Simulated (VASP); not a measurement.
# GaCo, energy at fixed spin moment: which settings are enough?

GaCo, Pm-3m (no. 221), 2 atoms in the cell. PBE, fixed spin moment; PAW potentials Ga_d, Co (PBE set). VASP 6.6.1.

Wanted: energies at fixed moments within 2 meV/atom; moment left free within 0.06 muB per cell.

POSCAR:
```
GaCo
1.0
    2.8780000000      0.0000000000      0.0000000000
    0.0000000000      2.8780000000      0.0000000000
    0.0000000000      0.0000000000      2.8780000000
Ga Co
1 1
Direct
    0.5000000000      0.5000000000      0.5000000000
    0.0000000000      0.0000000000      0.0000000000
```

The series start from Electronic algorithm: Normal; Cutoff (eV): 400; Smearing: MP 0.1; k-point spacing (1/Å): 0.24. Each series keeps the choices made before it, and each single choice may use up half of a tolerance. Times cover all steps of a run.

## Electronic algorithm

| Electronic algorithm | Energies at fixed moments, largest deviation (meV/atom) | Moment left free (muB per cell) | Time (s) |
|---|---|---|---|
| Normal | 0.0 | 0.000 | 84 |
| Fast | 0.0 | 0.000 | 126 |

Chosen: Normal; no other choice that stays within half of the tolerance saves 30 % of the time.

## Cutoff (eV)

| Cutoff (eV) | Energies at fixed moments, largest deviation (meV/atom) | Moment left free (muB per cell) | Time (s) |
|---|---|---|---|
| 300 | 1.8 | 0.000 | 74 |
| 350 | 1.5 | 0.000 | 93 |
| 400 | 0.5 | 0.000 | 84 |
| 450 | 0.1 | 0.000 | 104 |
| 520 | 0.0 | 0.000 | 107 |
| 600 (reference) | 0.0 | 0.000 | 110 |

Chosen: 400, the loosest value from which every tighter one stays within half of the tolerance.

## Smearing

| Smearing | Energies at fixed moments, largest deviation (meV/atom) | Moment left free (muB per cell) | Time (s) |
|---|---|---|---|
| MP 0.2 | 7.8 | 0.066 | 98 |
| MP 0.1 | 8.4 | 0.000 | 84 |
| MP 0.05 | 8.6 | 0.000 | 89 |
| tetrahedron (reference) | 0.0 | 0.000 | 100 |

Chosen: tetrahedron; the one before it in the list is off by more than half of the tolerance.

## k-point spacing (1/Å)

| k-point spacing (1/Å) | Energies at fixed moments, largest deviation (meV/atom) | Moment left free (muB per cell) | Time (s) |
|---|---|---|---|
| 0.4 | 12.0 | 0.059 | 58 |
| 0.3 | 6.4 | 0.049 | 75 |
| 0.24 | 2.0 | 0.000 | 100 |
| 0.19 | 1.2 | 0.000 | 115 |
| 0.15 | 0.5 | 0.000 | 153 |
| 0.12 (reference) | 0.0 | 0.000 | 257 |

Chosen: 0.15.

## All choices together

| Input | Energies at fixed moments, largest deviation (meV/atom) | Moment left free (muB per cell) | Time (s) |
|---|---|---|---|
| default cutoff, precision and threshold on a coarse mesh (naive) | 32.5 | 0.069 | 8.9 |
| chosen settings | 1.0 | 0.000 | 153 |
| reference settings throughout | 0.0 | 0.000 | 286 |

The tolerance is met.

Values of the reference run: Energies at fixed moments: 0, 17.21, 90.14, 235.6, 520.8, 909.6 meV/atom, against the smallest moment.

## The input

INCAR.step1:
```
PREC     = Accurate       # precision mode
ENCUT    = 400            # plane-wave cutoff, eV
EDIFF    = 1E-7           # SCF threshold, eV
NELM     = 200            # most SCF steps
ALGO     = Normal         # electronic algorithm
ISMEAR   = -5             # smearing method
SIGMA    = 0.05           # smearing width, eV
LREAL    = F              # projectors in reciprocal space
LASPH    = T              # aspherical terms in the spheres
LMAXMIX  = 4              # l up to which the mixer works
LORBIT   = 11             # projections on sites
LWAVE    = F              # write WAVECAR
LCHARG   = F              # write CHGCAR
GGA      = PE             # functional
ISPIN    = 2              # spin polarisation
ISIF     = 2              # what is computed and relaxed
NUPDOWN  = 0.0            # fixed moment
MAGMOM   = 0 0            # initial moments
```

INCAR.step2, as INCAR.step1 but for:
```
- NUPDOWN = 0.0
- MAGMOM = 0 0
+ NUPDOWN = 0.52
+ MAGMOM = 0 0.52
```

INCAR.step3 to INCAR.step6 change the same tags again: MAGMOM = 0 1.04, 0 1.56, 0 2.08, 0 2.6; NUPDOWN = 1.04, 1.56, 2.08, 2.6.

INCAR.step7, as INCAR.step6 but for:
```
- NUPDOWN = 2.6
```

KPOINTS:
```
Automatic mesh
0
Gamma
  15 15 15
  0 0 0
```

Commands (each step's output is kept before the next begins):
```
cat potpaw_PBE.64/Ga_d/POTCAR potpaw_PBE.64/Co/POTCAR > POTCAR
cp INCAR.step1 INCAR
mpirun -np 4 vasp_std > vasp.out
rm WAVECAR CHG
cp INCAR.step2 INCAR
mpirun -np 4 vasp_std > vasp.out
rm WAVECAR CHG
cp INCAR.step3 INCAR
mpirun -np 4 vasp_std > vasp.out
rm WAVECAR CHG
cp INCAR.step4 INCAR
mpirun -np 4 vasp_std > vasp.out
rm WAVECAR CHG
cp INCAR.step5 INCAR
mpirun -np 4 vasp_std > vasp.out
rm WAVECAR CHG
cp INCAR.step6 INCAR
mpirun -np 4 vasp_std > vasp.out
rm WAVECAR CHG
cp INCAR.step7 INCAR
mpirun -np 4 vasp_std > vasp.out
```

The chosen input took VASP 6.6.1 153 s on 4 cores (Intel Xeon Platinum 8259CL @ 2.50GHz (Skylake/Cascade Lake)), a shared host.

## An input that fails: moment fixed beyond the electrons at hand

It ran out of time.

Changes against the starting input:
```
(step 2)
- NELM = 200
- NUPDOWN = 0.52
+ NELM = 50
+ NUPDOWN = 40
```
